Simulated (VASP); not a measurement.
# BN in VASP: one cell, several levels of theory

What does VASP give for rocksalt BN, under +3.0 % strain along [111] alone, the cell held fixed? Runs: PBE, r2SCAN. The results are then set beside those of Ansatz 0.2.0 for the same cell. This is a trial cell built on a prototype, not taken from a measured structure, and it needn't be the compound's ground state.

Program: VASP 6.6.1. PAW datasets, plane waves. These are computed values for a spin-unpolarised cell that may be hypothetical; none is a measurement.

### Step 1. The system as given

The cell comes from an earlier relaxation with r2SCAN in another program, then strained, with the atoms relaxed again.

It is trigonal, R-3m (No. 166); conventional cell a = 2.469 Å, c = 6.229 Å, 5.48 Å³ an atom. B has 6 N at 1.76 Å; N has 6 B at 1.76 Å.

Structure file:

```
CELL_PARAMETERS angstrom
0.03492 1.78074 1.78074
1.78074 0.03492 1.78074
1.78074 1.78074 0.03492
ATOMIC_POSITIONS crystal
B 0.00000 0.00000 0.00000
N 0.50000 0.50000 0.50000
```

### Step 2. Single point with PBE

INCAR

```
ENCUT = 520.000000
SIGMA = 0.020000
EDIFF = 1.00e-07
GGA = PE
PREC = Accurate
IBRION = -1
ISIF = 2
ISMEAR = -1
NBANDS = 11
NELM = 120
NSW = 0
LASPH = .TRUE.
LCHARG = .TRUE.
LELF = .TRUE.
LWAVE = .FALSE.
LREAL = .FALSE.
```

KPOINTS

```
KPOINTS created by Atomic Simulation Environment
0
Gamma
12 12 12
0 0 0
```

KPOINTS_OPT

```
special points
8
Reciprocal
0.0000000000 0.0000000000 0.0000000000 1
0.5000000000 0.0000000000 0.5000000000 1
0.6250000000 0.2500000000 0.6250000000 1
0.3750000000 0.3750000000 0.7500000000 1
0.5000000000 0.5000000000 0.5000000000 1
0.5000000000 0.2500000000 0.7500000000 1
0.1770830000 0.1770830000 0.3320310000 1
0.0000000000 0.5000000000 0.5000000000 1
```

POSCAR

```
B  N
 1.0000000000000000
     0.0349165187000000    1.7807424537000001    1.7807424537000001
     1.7807424537000001    0.0349165187000000    1.7807424537000001
     1.7807424537000001    1.7807424537000001    0.0349165187000000
 B   N
   1   1
Cartesian
  0.0000000000000000  0.0000000000000000  0.0000000000000000
  1.7982007130500000  1.7982007130500000  1.7982007130500000
```

Potentials: the recommended PBE PAW datasets, 8 valence electrons in the neutral cell.

On the command line:

```sh
> mpirun -np 1 vasp_std
```

Printed to the terminal (iteration lines stand in OSZICAR):

```text
POSCAR found type information on POSCAR B N
 POSCAR found :  2 types and       2 ions
 LDA part: xc-table for (Slater+PW92), standard interpolation
 POSCAR, INCAR and KPOINTS ok, starting setup
 FFT: planning ... GRIDC
 FFT: planning ... GRID_SOFT
 FFT: planning ... GRID
 WAVECAR not read
 entering main loop
 Start KPOINTS_OPT (optional k-point list driver)
k-point batch [1-8\8]
```

OSZICAR:

```text
N       E                     dE             d eps       ncg     rms          rms(c)
DAV:   1     0.113265143538E+02    0.11327E+02   -0.50170E+03  4297   0.729E+02
DAV:   2    -0.142063582043E+02   -0.25533E+02   -0.24058E+02  4872   0.155E+02
DAV:   3    -0.147341054680E+02   -0.52775E+00   -0.52653E+00  4938   0.186E+01
DAV:   4    -0.147346296951E+02   -0.52423E-03   -0.52421E-03  4578   0.637E-01
DAV:   5    -0.147346299521E+02   -0.25709E-06   -0.25686E-06  4881   0.147E-02    0.622E+00
DAV:   6    -0.139042820093E+02    0.83035E+00   -0.43656E+00  4551   0.107E+01    0.230E+00
DAV:   7    -0.139129269588E+02   -0.86449E-02   -0.72501E-02  4590   0.237E+00    0.154E+00
DAV:   8    -0.139175346737E+02   -0.46077E-02   -0.69081E-03  4389   0.628E-01    0.311E-01
DAV:   9    -0.139173027875E+02    0.23189E-03   -0.10935E-03  4586   0.174E-01    0.862E-02
DAV:  10    -0.139173124769E+02   -0.96894E-05   -0.44878E-05  4629   0.496E-02    0.658E-03
DAV:  11    -0.139173125959E+02   -0.11902E-06   -0.11902E-06  4737   0.718E-03    0.347E-03
DAV:  12    -0.139173126448E+02   -0.48919E-07   -0.58465E-08  3191   0.216E-03
   1 F= -.13917313E+02 E0= -.13917313E+02  d E =-.132045E-10
       N       E                     dE             ncg
DAV:   1     0.231076675417E+04   -0.26448E+04      184
DAV:   2     0.210534487559E+04   -0.20542E+03      224
DAV:   3     0.210130894844E+04   -0.40359E+01      215
DAV:   4     0.210130577953E+04   -0.31689E-02      194
DAV:   5     0.210130577790E+04   -0.16256E-05      203
DAV:   6     0.210130577790E+04   -0.77353E-09      200
```

The lines after F= are the extra pass for the points of KPOINTS_OPT, at fixed density; their E is not a total energy.

Parts of OUTCAR:

```text
k-points           NKPTS =    189   k-points in BZ     NKDIM =    189   number of bands    NBANDS=     11

   NELECT =       8.0000    total number of electrons

   dimension x,y,z NGX =    20 NGY =   20 NGZ =   20
   dimension x,y,z NGXF=    40 NGYF=   40 NGZF=   40

  energy-cutoff  :      520.00
  volume of cell :       10.96
      direct lattice vectors                 reciprocal lattice vectors
     0.034916519  1.780742454  1.780742454    -0.289177952  0.283616838  0.283616838
     1.780742454  0.034916519  1.780742454     0.283616838 -0.289177952  0.283616838
     1.780742454  1.780742454  0.034916519     0.283616838  0.283616838 -0.289177952

 k-points in reciprocal lattice and weights: KPOINTS created by Atomic Simulation Env
   0.00000000  0.00000000  0.00000000       0.001
   0.08333333  0.00000000  0.00000000       0.003
   0.16666667 -0.00000000  0.00000000       0.003
   0.25000000  0.00000000 -0.00000000       0.003
   0.33333333  0.00000000  0.00000000       0.003
   0.41666667 -0.00000000 -0.00000000       0.003
   0.50000000  0.00000000 -0.00000000       0.002
   0.08333333  0.08333333 -0.00000000       0.003
[... 181 more k-points ...]

 E-fermi :  10.6248

 k-point     1 :       0.0000    0.0000    0.0000
  band No.  band energies     occupation
      1     -12.1194      2.00000
      2       8.6545      2.00000
      3       9.3613      2.00000
      4       9.3613      2.00000
      5      18.5282      0.00000
      6      21.7167      0.00000
      7      21.7167      0.00000
      8      21.9199      0.00000
      9      27.6701      0.00000
     10      28.8380      0.00000
     11      28.8380      0.00000

 k-point     2 :       0.0833    0.0000    0.0000
  band No.  band energies     occupation
      1     -11.9252      2.00000
      2       8.3539      2.00000
      3       8.8299      2.00000
      4       9.3365      2.00000
      5      18.7509      0.00000
      6      21.0817      0.00000
      7      21.2029      0.00000
      8      21.6284      0.00000
      9      27.8659      0.00000
     10      28.3695      0.00000
     11      29.3406      0.00000

 k-point     3 :       0.1667   -0.0000    0.0000
  band No.  band energies     occupation
      1     -11.3475      2.00000
      2       6.4041      2.00000
      3       8.7341      2.00000
      4       9.2870      2.00000
      5      18.7345      0.00000
      6      19.6107      0.00000
      7      19.6864      0.00000
      8      21.6730      0.00000
      9      27.5225      0.00000
     10      29.6394      0.00000
     11      30.7633      0.00000

 k-point     4 :       0.2500    0.0000   -0.0000
  band No.  band energies     occupation
      1     -10.4053      2.00000
      2       3.8238      2.00000
      3       8.7793      2.00000
      4       9.2654      2.00000
      5      17.7295      0.00000
      6      17.9531      0.00000
      7      18.3023      0.00000
      8      22.2110      0.00000
      9      28.1064      0.00000
     10      31.7967      0.00000
     11      32.9798      0.00000

 k-point     5 :       0.3333    0.0000    0.0000
  band No.  band energies     occupation
      1      -9.1517      2.00000
      2       1.1769      2.00000
      3       8.9066      2.00000
      4       9.3071      2.00000
      5      16.2564      0.00000
      6      16.5045      0.00000
      7      17.5131      0.00000
      8      22.7248      0.00000
      9      29.5056      0.00000
     10      34.6144      0.00000
     11      35.8712      0.00000

 k-point     6 :       0.4167   -0.0000   -0.0000
  band No.  band energies     occupation
      1      -7.7658      2.00000
      2      -1.1198      2.00000
      3       9.0691      2.00000
      4       9.3902      2.00000
      5      15.1864      0.00000
      6      15.5081      0.00000
      7      17.0189      0.00000
      8      23.0230      0.00000
      9      31.2700      0.00000
     10      37.8590      0.00000
     11      39.0785      0.00000

 k-point     7 :       0.5000    0.0000   -0.0000
  band No.  band energies     occupation
      1      -6.9769      2.00000
      2      -2.2234      2.00000
      3       9.1493      2.00000
      4       9.4353      2.00000
      5      14.7922      0.00000
      6      15.1482      0.00000
      7      16.8502      0.00000
      8      23.1175      0.00000
      9      32.3085      0.00000
     10      37.7151      0.00000
     11      40.7798      0.00000

[... the tables of k-points 8 to 189 left out ...]

  Total       -0.4785554     -0.4785554     -0.4785554     -0.8235950     -0.8235950     -0.8235950
  in kB      -69.9475881    -69.9475881    -69.9475881   -120.3799688   -120.3799688   -120.3799688
  external PRESSURE =     -69.9475881 kB  Pullay stress =       0.0000000 kB

 POSITION                                       TOTAL-FORCE (eV/Angst)
 -----------------------------------------------------------------------------------
      0.00000      0.00000      0.00000        -0.000000     -0.000000      0.000000
      1.79820      1.79820      1.79820         0.000000      0.000000     -0.000000
 -----------------------------------------------------------------------------------
    total drift:                                0.000000      0.000000      0.000000

  FREE ENERGIE OF THE ION-ELECTRON SYSTEM (eV)
  ---------------------------------------------------
  free  energy   TOTEN  =       -13.9173126448 eV

  energy  without entropy=      -13.9173126448  energy(sigma->0) =      -13.91731264
```

Hardware: 1 MPI rank of Intel Xeon Platinum 8488C, shared host.

The levels at the points of KPOINTS_OPT are read from vasprun.xml.

Near the gap, in eV above the top of the last filled band v; c is the band after it:

```tsv
point	v−1	v	c	c+1
Γ	-0.84	-0.84	8.32	11.51
X	-5.98	-5.40	0.79	8.68
U	-9.10	-4.21	3.10	10.78
K	-9.10	-4.21	3.10	10.78
L	-0.56	-0.56	5.29	5.29
W	-9.42	-7.05	6.64	7.34
```

The PBE gap is 0.79 eV and indirect ((0.18, 0.18, 0.33) to X), with 5.36 eV as the least direct one. Pressure: -6.99 GPa; the forces vanish within 0.01 eV/Å.

Axes a, b and c in the maps are those of this run's conventional cell (a, b, c = 2.469, 2.469, 6.229 Å).

Density in a lattice plane of the grid's cell (edges 2.47 and 6.23 Å, at 0.000 of the third edge), which holds B and N.

Ten even steps from '0' (0.16 e/Å³) to '9' (3.70 e/Å³):
```
0111000111
0111111111
0001222100
0001222100
0000121000
0000111000
0000000000
3321000123
8742000247
9962000269
8742000247
3321000123
0000000000
0000111000
0000121000
0001222100
0001222100
0111111111
0111000111
0010000010
```
Columns run along the first of these edges and rows up along the second, over one cell in 10 and 20 even steps from the bottom left corner. Atoms in the plane (fractional): B at (0.00, 0.00), N at (0.00, 0.50).

ELF in the same plane.

Ten even steps from ' ' (0.01) to '@' (0.81):
```
..::++++======++++::
--==**##########**==
::::==##%%@@%%##==::
  ..--**@@@@@@**--..
    ::++%%@@%%++::  
......--**##**--....
++++==============++
@@@@%%##==--==##%%@@
++##@@%%==::==%%@@##
  ==@@%%==..==%%@@==
++##@@%%==::==%%@@##
@@@@%%##==--==##%%@@
++++==============++
......--**##**--....
    ::++%%@@%%++::  
  ..--**@@@@@@**--..
::::==##%%@@%%##==::
--==**##########**==
..::++++======++++::
    --==::..::==--  
```
Columns run along the first of these edges and rows up along the second, over one cell in 10 and 20 even steps from the bottom left corner. Atoms in the plane (fractional): B at (0.00, 0.00), N at (0.00, 0.50).

Both are smooth fields of the valence electrons: close to the nuclei they are not physical.

Outside the cores ELF peaks at 0.85 on the N–B line, 0.7 Å from N.

### Step 3. r2SCAN at this geometry

INCAR

```
ENCUT = 520.000000
SIGMA = 0.010000
EDIFF = 1.00e-07
ALGO = Normal
METAGGA = R2SCAN
PREC = Accurate
IBRION = -1
ISIF = 2
ISMEAR = 0
NBANDS = 11
NELM = 120
NSW = 0
LASPH = .TRUE.
LCHARG = .FALSE.
LWAVE = .FALSE.
LREAL = .FALSE.
```

KPOINTS is that of step 2.

KPOINTS_OPT is that of step 2.

POSCAR is that of step 2.

On the command line:

```sh
> mpirun -np 1 vasp_std
```

Printed to the terminal (iteration lines stand in OSZICAR):

```text
POSCAR found type information on POSCAR B N
 POSCAR found :  2 types and       2 ions
 -----------------------------------------------------------------------------
|                                                                             |
|                                                                             |
|     You enforced a specific xc type in the INCAR file but a different       |
|     I HOPE YOU KNOW WHAT YOU ARE DOING!                                     |
|                                                                             |
 -----------------------------------------------------------------------------

 LDA part: xc-table for (None), standard interpolation
 POSCAR, INCAR and KPOINTS ok, starting setup
 FFT: planning ... GRIDC
 FFT: planning ... GRID_SOFT
 FFT: planning ... GRID
 WAVECAR not read
 entering main loop
 Start KPOINTS_OPT (optional k-point list driver)
k-point batch [1-8\8]
```

OSZICAR:

```text
N       E                     dE             d eps       ncg     rms          rms(c)
DAV:   1     0.825213659394E+01    0.82521E+01   -0.51646E+03  4297   0.749E+02
DAV:   2    -0.180946895514E+02   -0.26347E+02   -0.24843E+02  4867   0.161E+02
DAV:   3    -0.186408053922E+02   -0.54612E+00   -0.54485E+00  4972   0.193E+01
DAV:   4    -0.186413749855E+02   -0.56959E-03   -0.56958E-03  4569   0.680E-01
DAV:   5    -0.186413752974E+02   -0.31185E-06   -0.31183E-06  4893   0.165E-02    0.612E+00
DAV:   6    -0.153254477484E+02    0.33159E+01   -0.28623E+00  4278   0.878E+00    0.265E+00
DAV:   7    -0.153765434221E+02   -0.51096E-01   -0.22240E-01  4752   0.343E+00    0.157E+00
DAV:   8    -0.153956018779E+02   -0.19058E-01   -0.28218E-02  4563   0.122E+00    0.318E-01
DAV:   9    -0.153946512519E+02    0.95063E-03   -0.73672E-03  4718   0.452E-01    0.652E-02
DAV:  10    -0.153946837454E+02   -0.32493E-04   -0.14497E-04  4617   0.118E-01    0.439E-02
DAV:  11    -0.153946933681E+02   -0.96228E-05   -0.14852E-04  4617   0.785E-02    0.295E-03
DAV:  12    -0.153946938510E+02   -0.48282E-06   -0.29817E-06  4824   0.173E-02    0.385E-03
DAV:  13    -0.153946940286E+02   -0.17760E-06   -0.11912E-07  4635   0.365E-03    0.108E-03
DAV:  14    -0.153946940519E+02   -0.23378E-07   -0.29923E-09  2379   0.604E-04
   1 F= -.15394694E+02 E0= -.15394694E+02  d E =-.168321E-66
       N       E                     dE             ncg
DAV:   1     0.228982815160E+04   -0.26657E+04      184
DAV:   2     0.207354914799E+04   -0.21628E+03      224
DAV:   3     0.206949639234E+04   -0.40528E+01      215
DAV:   4     0.206949337664E+04   -0.30157E-02      191
DAV:   5     0.206949337507E+04   -0.15657E-05      203
DAV:   6     0.206949337507E+04   -0.70531E-09      191
```

From OUTCAR:

```text
k-points           NKPTS =    189   k-points in BZ     NKDIM =    189   number of bands    NBANDS=     11

   NELECT =       8.0000    total number of electrons

   dimension x,y,z NGX =    20 NGY =   20 NGZ =   20
   dimension x,y,z NGXF=    40 NGYF=   40 NGZF=   40

  energy-cutoff  :      520.00
  volume of cell :       10.96
      direct lattice vectors                 reciprocal lattice vectors
     0.034916519  1.780742454  1.780742454    -0.289177952  0.283616838  0.283616838
     1.780742454  0.034916519  1.780742454     0.283616838 -0.289177952  0.283616838
     1.780742454  1.780742454  0.034916519     0.283616838  0.283616838 -0.289177952

 k-points in reciprocal lattice and weights: KPOINTS created by Atomic Simulation Env
   0.00000000  0.00000000  0.00000000       0.001
   0.08333333  0.00000000  0.00000000       0.003
   0.16666667 -0.00000000  0.00000000       0.003
   0.25000000  0.00000000 -0.00000000       0.003
   0.33333333  0.00000000  0.00000000       0.003
   0.41666667 -0.00000000 -0.00000000       0.003
   0.50000000  0.00000000 -0.00000000       0.002
   0.08333333  0.08333333 -0.00000000       0.003
[... 181 more k-points ...]

 E-fermi :  10.2417

 k-point     1 :       0.0000    0.0000    0.0000
  band No.  band energies     occupation
      1     -13.3469      2.00000
      2       8.5622      2.00000
      3       9.2935      2.00000
      4       9.2935      2.00000
      5      19.0582      0.00000
      6      22.7280      0.00000
      7      22.7280      0.00000
      8      22.9486      0.00000
      9      28.4372      0.00000
     10      29.6254      0.00000
     11      29.6254      0.00000

 k-point     2 :       0.0833    0.0000    0.0000
  band No.  band energies     occupation
      1     -13.1440      2.00000
      2       8.2313      2.00000
      3       8.7371      2.00000
      4       9.2648      2.00000
      5      19.3222      0.00000
      6      22.0217      0.00000
      7      22.1488      0.00000
      8      22.5961      0.00000
      9      28.7758      0.00000
     10      29.2139      0.00000
     11      30.1581      0.00000

 k-point     3 :       0.1667   -0.0000    0.0000
  band No.  band energies     occupation
      1     -12.5411      2.00000
      2       6.1621      2.00000
      3       8.6361      2.00000
      4       9.2050      2.00000
      5      19.3845      0.00000
      6      20.4139      0.00000
      7      20.4880      0.00000
      8      22.5495      0.00000
      9      28.6476      0.00000
     10      30.5102      0.00000
     11      31.6576      0.00000

 k-point     4 :       0.2500    0.0000   -0.0000
  band No.  band energies     occupation
      1     -11.5595      2.00000
      2       3.4493      2.00000
      3       8.6729      2.00000
      4       9.1700      2.00000
      5      18.3841      0.00000
      6      18.6326      0.00000
      7      18.9823      0.00000
      8      23.0697      0.00000
      9      29.3523      0.00000
     10      32.7815      0.00000
     11      33.9898      0.00000

 k-point     5 :       0.3333    0.0000    0.0000
  band No.  band energies     occupation
      1     -10.2584      2.00000
      2       0.6823      2.00000
      3       8.7907      2.00000
      4       9.1973      2.00000
      5      16.8290      0.00000
      6      17.0955      0.00000
      7      18.1575      0.00000
      8      23.6009      0.00000
      9      30.8699      0.00000
     10      35.7493      0.00000
     11      37.0352      0.00000

 k-point     6 :       0.4167   -0.0000   -0.0000
  band No.  band energies     occupation
      1      -8.8333      2.00000
      2      -1.6987      2.00000
      3       8.9437      2.00000
      4       9.2674      2.00000
      5      15.7067      0.00000
      6      16.0493      0.00000
      7      17.6417      0.00000
      8      23.9115      0.00000
      9      32.7571      0.00000
     10      39.2018      0.00000
     11      40.6284      0.00000

 k-point     7 :       0.5000    0.0000   -0.0000
  band No.  band energies     occupation
      1      -8.0372      2.00000
      2      -2.8247      2.00000
      3       9.0189      2.00000
      4       9.3065      2.00000
      5      15.2966      0.00000
      6      15.6742      0.00000
      7      17.4653      0.00000
      8      24.0097      0.00000
      9      33.8675      0.00000
     10      39.5326      0.00000
     11      42.3503      0.00000

[... the tables of k-points 8 to 189 left out ...]

  Total       -0.7172896     -0.7172896     -0.7172896     -0.8686774     -0.8686774     -0.8686774
  in kB     -104.8419431   -104.8419431   -104.8419431   -126.9694025   -126.9694025   -126.9694025
  external PRESSURE =    -104.8419431 kB  Pullay stress =       0.0000000 kB

 POSITION                                       TOTAL-FORCE (eV/Angst)
 -----------------------------------------------------------------------------------
      0.00000      0.00000      0.00000        -0.000000      0.000000      0.000000
      1.79820      1.79820      1.79820         0.000000     -0.000000     -0.000000
 -----------------------------------------------------------------------------------
    total drift:                                0.000000      0.000000      0.000000

  FREE ENERGIE OF THE ION-ELECTRON SYSTEM (eV)
  ---------------------------------------------------
  free  energy   TOTEN  =       -15.3946940519 eV

  energy  without entropy=      -15.3946940519  energy(sigma->0) =      -15.39469405
```

Hardware: 1 MPI rank of Intel Xeon Platinum 8488C, shared host.

The levels at the points of KPOINTS_OPT are read from vasprun.xml.

Levels at the named points, in eV from the top of band v (v: the last filled band by count, c: the next):

```tsv
point	v−1	v	c	c+1
Γ	-0.83	-0.83	8.93	12.60
X	-6.20	-5.61	0.91	9.49
U	-9.49	-4.36	3.43	11.73
K	-9.49	-4.36	3.43	11.73
L	-0.60	-0.60	5.92	5.92
W	-9.73	-7.38	7.12	8.08
```

Gap with r2SCAN: 0.91 eV, valence top at (0.18, 0.18, 0.33), conduction bottom at X. Least direct gap: 5.99 eV. Pressure: -10.48 GPa; the forces vanish within 0.01 eV/Å.

### Step 4. Summary

```
 level  gap (eV)  pressure (GPa)  Ansatz: gap (eV)  Ansatz: pressure (GPa)
   PBE      0.79           -6.99              0.80                   -6.87
r2SCAN      0.91          -10.48              0.92                  -10.81
```

The gap runs from 0.79 eV (PBE) to 0.91 eV (r2SCAN). The pressure is highest with PBE (-7.0 GPa) and lowest with r2SCAN (-10.5 GPa), which orders the cells that they would relax to. The two programs agree on the gap within 0.02 eV, far less than the spread between functionals. Each program uses its own PAW datasets and cutoff.
